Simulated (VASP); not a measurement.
# MgO (Periclase) (Fm-3m) in VASP: notebook

Runs on MgO (Periclase). Level: r2SCAN. Tasks: relaxation of cell and atoms.

All numbers are computed with VASP 6.6.1; they aren't measurements. Logs are shortened: lines on timing, memory, paths and dates and some standing lists are left out, and cuts for length are marked.

### 1 Starting point

Symmetry: Fm-3m, No. 225, cubic system. Conventional cell: a = 4.217 Å, b = 4.217 Å, c = 4.217 Å, α = 90.00°, β = 90.00°, γ = 90.00°. Around Mg (site symmetry m-3m) lie 6 O at 2.11 Å. O (site symmetry m-3m) has 6 Mg at 2.11 Å as nearest neighbours.

### 2 Relaxation of cell and atoms, r2SCAN, target pressure 12 GPa, at which the enthalpy is minimised

INCAR

```
  ALGO = Normal
  EDIFF = 1E-6
  EDIFFG = -0.01
  ENCUT = 600
  IBRION = 2
  ISIF = 3
  ISMEAR = 0
  LASPH = True
  LCHARG = False
  LMIXTAU = True
  LREAL = False
  LWAVE = False
  METAGGA = R2SCAN
  NELM = 80
  NSW = 90
  PREC = Accurate
  PSTRESS = 120.0
  SIGMA = 0.03
```

KPOINTS

```
k-points
0
Gamma
  12 12 12
```

POSCAR

```
MgO
1.0
    0.0000000000      2.1085000000      2.1085000000
    2.1085000000      0.0000000000      2.1085000000
    2.1085000000      2.1085000000      0.0000000000
Mg O
1 1
Direct
    0.0000000000      0.0000000000      0.0000000000
    0.5000000000      0.5000000000      0.5000000000
```

Potentials or basis: VASP PAW PBE potentials, release 64 (Mg, O).

On the command line:

```
> cat potpaw_PBE.64/Mg/POTCAR potpaw_PBE.64/O/POTCAR > POTCAR
> mpirun -np 1 vasp_std > vasp.out
```

OUTCAR:

```text
EDIFF = 1E-6
   EDIFFG = -0.01
   ENCUT = 600
   IBRION = 2
   ISIF = 3
   ISMEAR = 0
   LASPH = True
   LREAL = False
   METAGGA = R2SCAN
   NELM = 80
   NSW = 90
   PREC = Accurate
   PSTRESS = 120.0

 ion  position               nearest neighbor table
   1  0.000  0.000  0.000-   2 2.11   2 2.11   2 2.11   2 2.11   2 2.11   2 2.11
   2  0.500  0.500  0.500-   1 2.11   1 2.11   1 2.11   1 2.11   1 2.11   1 2.11

  LATTYP: Found a face centered cubic cell.
 ALAT       =     4.2170000000

  Lattice vectors:

 A1 = (   0.0000000000,   2.1085000000,   2.1085000000)
 A2 = (   2.1085000000,   0.0000000000,   2.1085000000)
 A3 = (   2.1085000000,   2.1085000000,   0.0000000000)

Analysis of symmetry for initial positions (statically):
=====================================================================
 Subroutine PRICEL returns:
 Original cell was already a primitive cell.

 Routine SETGRP: Setting up the symmetry group for a
 face centered cubic supercell.

 Subroutine GETGRP returns: Found 48 space group operations
 (whereof 48 operations were pure point group operations)
 out of a pool of 48 trial point group operations.

The static configuration has the point symmetry O_h .

Analysis of symmetry for dynamics (positions and initial velocities):
=====================================================================
 Subroutine PRICEL returns:
 Original cell was already a primitive cell.

 Routine SETGRP: Setting up the symmetry group for a
 face centered cubic supercell.

 Subroutine GETGRP returns: Found 48 space group operations
 (whereof 48 operations were pure point group operations)
 out of a pool of 48 trial point group operations.

The dynamic configuration has the point symmetry O_h .

 Subroutine INISYM returns: Found 48 space group operations
 (whereof 48 operations are pure point group operations),
 and found     1 'primitive' translations

----------------------------------------------------------------------------------------

                                     Primitive cell

  volume of cell :      18.7478

  direct lattice vectors                    reciprocal lattice vectors
     0.000000000  2.108500000  2.108500000    -0.237135404  0.237135404  0.237135404
     2.108500000  0.000000000  2.108500000     0.237135404 -0.237135404  0.237135404
     2.108500000  2.108500000  0.000000000     0.237135404  0.237135404 -0.237135404

  length of vectors
     2.981869296  2.981869296  2.981869296     0.410730569  0.410730569  0.410730569

  position of ions in fractional coordinates (direct lattice)
     0.000000000  0.000000000  0.000000000
     0.500000000  0.500000000  0.500000000

  ion indices of the primitive-cell ions
   primitive index   ion index
                 1           1
                 2           2

----------------------------------------------------------------------------------------

 KPOINTS: k-points

Automatic generation of k-mesh.
 Grid dimensions read from file:
 generate k-points for:   12   12   12

 Generating k-lattice:

  Cartesian coordinates                     Fractional coordinates (reciprocal lattice)
    -0.019761284  0.019761284  0.019761284     0.083333333  0.000000000  0.000000000
     0.019761284 -0.019761284  0.019761284     0.000000000  0.083333333  0.000000000
     0.019761284  0.019761284 -0.019761284     0.000000000  0.000000000  0.083333333

  Length of vectors
     0.034227547  0.034227547  0.034227547

  Shift w.r.t. Gamma in fractional coordinates (k-lattice)
     0.000000000  0.000000000  0.000000000

 Subroutine IBZKPT returns following result:
 ===========================================

 Found     72 irreducible k-points:

 Following reciprocal coordinates:
            Coordinates               Weight
  0.000000  0.000000  0.000000      1.000000
  0.083333  0.000000  0.000000      8.000000
  0.166667  0.000000  0.000000      8.000000
  0.250000  0.000000  0.000000      8.000000
  0.333333  0.000000  0.000000      8.000000
  0.416667  0.000000  0.000000      8.000000
[... 16 lines left out ...]
  0.500000  0.166667  0.000000     24.000000
 -0.416667  0.166667  0.000000     24.000000
 [... further k-points ...]
   k-points           NKPTS =     72   k-points in BZ     NKDIM =     72   number of bands    NBANDS=      8
   number of dos      NEDOS =    301   number of ions     NIONS =      2
   total plane-waves  NPLWV =  13824
   dimension x,y,z NGX =    24 NGY =   24 NGZ =   24
   dimension x,y,z NGXF=    48 NGYF=   48 NGZF=   48
   ions per type =               1   1
   NGX,Y,Z   is equivalent  to a cutoff of  13.38, 13.38, 13.38 a.u.
   NGXF,Y,Z  is equivalent  to a cutoff of  26.76, 26.76, 26.76 a.u.
 SYSTEM =  unknown system
   PREC   = accura    normal or accurate (medium, high low for compatibility)
   ISTART =      0    job   : 0-new  1-cont  2-samecut
   ICHARG =      2    charge: 1-file 2-atom 10-const
   ISPIN  =      1    spin polarized calculation?
   LNONCOLLINEAR =      F non collinear calculations
   LSORBIT =      F    spin-orbit coupling
   LASPH  =      T    aspherical Exc in radial PAW
   ENCUT  =  600.0 eV  44.10 Ry    6.64 a.u.   5.96  5.96  5.96*2*pi/ulx,y,z
   NELM   =     80;   NELMIN=  2; NELMDL= -5     # of ELM steps
   EDIFF  = 0.1E-05   stopping-criterion for ELM
   LREAL  =      F    real-space projection
   EDIFFG = -.1E-01   stopping-criterion for IOM
   NSW    =     90    number of steps for IOM
   IBRION =      2    ionic relax: 0-MD 1-quasi-New 2-CG
   NFREE  =      1    steps in history (QN), initial steepest desc. (CG)
   ISIF   =      3    stress and relaxation
   ISYM   =      2    0-nonsym 1-usesym 2-fastsym
   POTIM  = 0.5000    time-step for ionic-motion
   TEBEG  =    0.0;   TEEND  =   0.0 temperature during run
   PSTRESS=  120.0 pullay stress
   NELECT =       8.0000    total number of electrons
   NUPDOWN=      -1.0000    fix difference up-down
   EMIN   =  10.00;   EMAX   =-10.00  energy-range for DOS
   EFERMI =   0.00;   METHOD = LEGACY
   ISMEAR =     0;   SIGMA  =   0.03  broadening in eV -4-tet -1-fermi 0-gaus
   EFERMI_NEDOS =   21; number of points for ismear=-14 and -15
   IALGO  =     38    algorithm
   IMIX   =      4    mixing-type and parameters
     AMIX     =   0.40;   BMIX     =  1.00
     AMIX_MAG =   1.60;   BMIX_MAG =  1.00
  volume/ion in A,a.u.               =       9.37        63.26
  Fermi-wavevector in a.u.,A,eV,Ry     =   1.232503  2.329092 20.668107  1.519063
  Thomas-Fermi vector in A             =   2.367270
   LORBIT       =      0    0 simple, 1 ext, 2 COOP (PROOUT), +10 PAW based schemes
   METAGGA = R2SCAN    functional components
   LHFCALC =     F    Hartree Fock is set to
   AEXX    =    0.0000 exact exchange contribution
   IVDW    =     0    specifies the selected vdW correction
   LEPSILON=     F    determine dielectric tensor
   LRPA    =     F    only Hartree local field effects (RPA)
 conjugate gradient relaxation of ions
 non-spin polarized calculation
 Gauss-broadening in eV      SIGMA  =   0.03
  energy-cutoff  :      600.00
  volume of cell :       18.75
 maximum number of plane-waves:       642
   NGX = 11   NGY = 11   NGZ = 11

--------------------------------------- Ionic step        1  -------------------------------------------

 number of electron       8.0000005 magnetization

 Free energy of the ion-electron system (eV)
  ---------------------------------------------------
  ext. energy  EPLUGINS =         0.00000000
  ---------------------------------------------------
  free energy    TOTEN  =       -16.16318515 eV

  energy without entropy =      -16.16318515  energy(sigma->0) =      -16.16318515

------------------------ aborting loop because EDIFF is reached ----------------------------------------

  FORCE on cell =-STRESS in cart. coord.  units (eV):
  Direction    XX          YY          ZZ          XY          YZ          ZX
  --------------------------------------------------------------------------------------
  -------------------------------------------------------------------------------------
  Total       -0.3309051     -0.3309051     -0.3309051      0.0000000      0.0000000     -0.0000000
  in kB      -28.2789439    -28.2789439    -28.2789439      0.0000000      0.0000000     -0.0000000
  external PRESSURE =    -148.2789439 kB  Pullay stress =     120.0000000 kB

 VOLUME and BASIS-vectors are now :
 -----------------------------------------------------------------------------
  energy-cutoff  :      600.00
  volume of cell :       18.75
      direct lattice vectors                 reciprocal lattice vectors
     0.000000000  2.108500000  2.108500000    -0.237135404  0.237135404  0.237135404
     2.108500000  0.000000000  2.108500000     0.237135404 -0.237135404  0.237135404
     2.108500000  2.108500000  0.000000000     0.237135404  0.237135404 -0.237135404
[... 46 lines left out ...]
  FREE ENERGIE OF THE ION-ELECTRON SYSTEM (eV)
  ---------------------------------------------------
  free  energy   TOTEN  =       -16.0346246972 eV

  energy  without entropy=      -16.0346246972  energy(sigma->0) =      -16.03462470

  enthalpy is  TOTEN    =       -14.7994776841 eV   P V=        1.2351470131

--------------------------------------- Ionic step        3  -------------------------------------------

 number of electron       7.9999997 magnetization

 Free energy of the ion-electron system (eV)
  ---------------------------------------------------
  ext. energy  EPLUGINS =         0.00000000
  ---------------------------------------------------
  free energy    TOTEN  =       -16.12724289 eV

  energy without entropy =      -16.12724289  energy(sigma->0) =      -16.12724289

 E-fermi :   3.5404     XC(G=0): -11.9850

 val. band max:        3.3486043966   @ k =   0.0000   0.0000   0.0000
 cond. band min:       9.7541913189   @ k =   0.0000   0.0000   0.0000
 fundamental gap:      6.4055869223
 Fermi energy:         3.5404486439

 k-point     1 :       0.0000    0.0000    0.0000
  band No.  band energies     occupation
      1     -15.2519      2.00000
      2       3.3486      2.00000
      3       3.3486      2.00000
      4       3.3486      2.00000
      5       9.7542      0.00000
      6      20.6284      0.00000
      7      20.6284      0.00000
      8      20.6284      0.00000

 k-point     2 :       0.0833    0.0000    0.0000
  band No.  band energies     occupation
      1     -15.1694      2.00000
      2       2.8829      2.00000
      3       3.2929      2.00000
      4       3.2929      2.00000
      5      10.1947      0.00000
      6      19.6606      0.00000
      7      20.8276      0.00000
      8      20.8276      0.00000
[... 221 lines left out ...]
 k-point    23 :       0.5000    0.1667    0.0000
  band No.  band energies     occupation
      1     -13.7483      2.00000
      2      -1.1268      2.00000
      3       1.7594      2.00000
      4       2.3920      2.00000
      5      13.8354      0.00000
      6      17.4657      0.00000
      7      19.5962      0.00000
      8      22.4111      0.00000

 k-point    24 :      -0.4167    0.1667    0.0000
  band No.  band energies     occupation
      1     -13.7151      2.00000
      2      -1.1783      2.00000
      3       1.6138      2.00000
      4       2.4500      2.00000
      5      13.8938      0.00000
      6      17.6620      0.00000
      7      19.5650      0.00000
      8      22.3685      0.00000

 [... further k-points ...]

------------------------ aborting loop because EDIFF is reached ----------------------------------------

  FORCE on cell =-STRESS in cart. coord.  units (eV):
  Direction    XX          YY          ZZ          XY          YZ          ZX
  --------------------------------------------------------------------------------------
  -------------------------------------------------------------------------------------
  Total        1.2917811      1.2917811      1.2917811     -0.0000000     -0.0000000      0.0000000
  in kB      119.4314851    119.4314851    119.4314851     -0.0000000     -0.0000000      0.0000000
  external PRESSURE =      -0.5685149 kB  Pullay stress =     120.0000000 kB

 VOLUME and BASIS-vectors are now :
 -----------------------------------------------------------------------------
  energy-cutoff  :      600.00
  volume of cell :       17.33
      direct lattice vectors                 reciprocal lattice vectors
     0.000000000  2.053920145  2.053920145    -0.243436923  0.243436923  0.243436923
     2.053920145  0.000000000  2.053920145     0.243436923 -0.243436923  0.243436923
     2.053920145  2.053920145  0.000000000     0.243436923  0.243436923 -0.243436923

 POSITION                                       TOTAL-FORCE (eV/Angst)
 -----------------------------------------------------------------------------------
      0.00000      0.00000      0.00000        -0.000000     -0.000000      0.000000
      2.05392      2.05392      2.05392         0.000000      0.000000      0.000000
 -----------------------------------------------------------------------------------
    total drift:                               -0.000000     -0.000000      0.000000

  FREE ENERGIE OF THE ION-ELECTRON SYSTEM (eV)
  ---------------------------------------------------
  free  energy   TOTEN  =       -16.1272428852 eV

  energy  without entropy=      -16.1272428852  energy(sigma->0) =      -16.12724289

  enthalpy is  TOTEN    =       -14.8293127284 eV   P V=        1.2979301568

 reached required accuracy - stopping structural energy minimisation
```

Run time: 44 s. Hardware: 1 thread of Intel Xeon 6975P-C (Granite Rapids), shared host; peak memory 0.15 GiB.

What came out:

```yaml
Free_energy: -16.1272 eV
Relaxed_volume: 8.66 Å³/atom
Relaxed_cell: a = 2.905 Å, b = 2.905 Å, c = 2.905 Å, α = 60.00°, β = 60.00°, γ = 60.00°
Space_group_after_relaxing_to_0.05_Å: Fm-3m (No. 225)
Energy_change_on_relaxing_the_enthalpy_is_what_falls: +18.0 meV/atom
Ionic_steps: 3
Pressure_after_relaxing: 11.9 GPa
Band_gap_on_the_k_mesh: 6.41 eV, direct
```

Step by step:
| step | energy change (eV) | largest force (eV/Å) | pressure (GPa) | volume (Å³) |
| --- | --- | --- | --- | --- |
| 1 | 0.0000 | 0.0000 | -2.83 | 18.75 |
| 2 | 0.1286 | 0.0000 | 23.95 | 16.49 |
| 3 | 0.0359 | 0.0000 | 11.94 | 17.33 |

Final structure:
```xyz
2
Lattice="0.0000 2.0539 2.0539 2.0539 0.0000 2.0539 2.0539 2.0539 0.0000" Properties=species:S:1:pos:R:3 pbc="T T T"
Mg    0.0000    0.0000    0.0000
O     2.0539    2.0539    2.0539
```

Levels at points of the mesh, in eV from the valence-band top:
```csv
k point,band 1,band 2,band 3,band 4,band 5,band 6,band 7,band 8
"(0.00, 0.00, 0.00)",-18.60,0.00,0.00,0.00,6.41,17.28,17.28,17.28
"(0.50, 0.00, 0.00)",-17.16,-4.96,-0.76,-0.76,9.32,14.72,18.24,18.24
"(0.50, 0.50, 0.00)",-16.88,-4.42,-1.48,-1.48,10.13,11.94,15.16,21.60
```

Caveat: the cell is relaxed towards a set pressure, so the enthalpy falls and the energy may rise; the PAW data sets were made with another functional, which shifts forces and pressure a little. r2SCAN opens gaps a little over a GGA but as a rule still falls short of measured ones.

### 3 Relaxation of cell and atoms, r2SCAN, target pressure 12 GPa, at which the enthalpy is minimised

This run uses another cell than the first one, of 8.66 Å³/atom, 0.924 times its volume.

INCAR: that of step 2 with these lines changed.

```diff
@@ -1,4 +1,4 @@
   ALGO = Normal
-  EDIFF = 1E-6
-  EDIFFG = -0.01
+  EDIFF = 1E-7
+  EDIFFG = -0.005
   ENCUT = 600
```

KPOINTS is that of step 2.

POSCAR

```
MgO                                     
1.0
    0.0000000000      2.0539201455      2.0539201455
    2.0539201455      0.0000000000      2.0539201455
    2.0539201455      2.0539201455      0.0000000000
  Mg              O             
     1     1
Direct
     0.0000000000000000    0.0000000000000000    0.0000000000000000
     0.5000000000000000    0.5000000000000000    0.5000000000000000
```

Potentials or basis: VASP PAW PBE potentials, release 64 (Mg, O).

On the command line:

```
> cat potpaw_PBE.64/Mg/POTCAR potpaw_PBE.64/O/POTCAR > POTCAR
> mpirun -np 1 vasp_std > vasp.out
```

Wall time 22 s (1 thread of Intel Xeon 6975P-C (Granite Rapids), shared host); peak memory 0.15 GiB.

The run converged. Its results:

* Free energy: -16.1232 eV
* Pressure after relaxing: 12.0 GPa
* Band gap on the k mesh: 6.40 eV, direct

Final structure:
```cif
data_structure
_symmetry_space_group_name_H-M 'P 1'
_symmetry_Int_Tables_number 1
_cell_length_a 2.9047
_cell_length_b 2.9047
_cell_length_c 2.9047
_cell_angle_alpha 60.000
_cell_angle_beta 60.000
_cell_angle_gamma 60.000
_cell_volume 17.33
loop_
_atom_site_label
_atom_site_type_symbol
_atom_site_fract_x
_atom_site_fract_y
_atom_site_fract_z
_atom_site_occupancy
Mg1 Mg 0.00000 0.00000 0.00000 1
O1 O 0.50000 0.50000 0.50000 1
```

Levels at points of the mesh, in eV from the valence-band top:
| k point | band 2 | band 3 | band 4 | band 5 | band 6 | band 7 |
| --- | --- | --- | --- | --- | --- | --- |
| (0.00, 0.00, 0.00) | 0.00 | 0.00 | 0.00 | 6.40 | 17.28 | 17.28 |
| (0.50, 0.00, 0.00) | -4.96 | -0.76 | -0.76 | 9.31 | 14.72 | 18.23 |
| (0.50, 0.50, 0.00) | -4.42 | -1.48 | -1.48 | 10.13 | 11.94 | 15.15 |

Caveat: the relaxation stopped at its first step, so nothing moved; the cell is relaxed towards a set pressure, so the enthalpy falls and the energy may rise; the PAW data sets were made with another functional, which shifts forces and pressure a little. r2SCAN opens gaps a little over a GGA but as a rule still falls short of measured ones.
